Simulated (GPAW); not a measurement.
Slab: WS2, a slab with vacuum.

```
CELL_PARAMETERS angstrom
3.18352 0.00000 0.00000
-1.59176 2.75701 0.00000
0.00000 0.00000 16.95058
ATOMIC_POSITIONS crystal
W 0.00000 0.00000 0.00000
S 0.33333 0.66667 0.09200
S 0.33333 0.66667 0.90800
```

Base run:

| Quantity | Value |
| --- | --- |
| Program | GPAW 26.7.0 |
| Functional | PBEsol |
| Potentials or basis | PAW data sets generated in the run's folder for this functional |
| Cutoff | 600 eV |
| Basis | pw |
| k mesh | 8 × 8 × 2 |
| Occupations | fermi-dirac, width 0.05 eV |
| Spin | no spin polarisation |

Its results: band gap on the k mesh 2.05 eV, indirect (least direct gap 2.24 eV); largest force 0.119 eV/Å.

Question: The run is repeated on the same cell with these changes: functional from PBEsol to r2SCAN; potentials or basis from PAW data sets generated in the run's folder for this functional to GPAW PAW data sets (gpaw-data 1.2.1). What comes out?

Answer: Band gap on the k mesh 2.16 eV, indirect (least direct gap 2.39 eV); largest force 0.025 eV/Å.

Caveats: spin-orbit coupling is left out, which moves the levels of the heavy elements; the PAW data sets were made with another functional, which shifts forces and pressure a little (some runs).

A k mesh can miss the band edges.
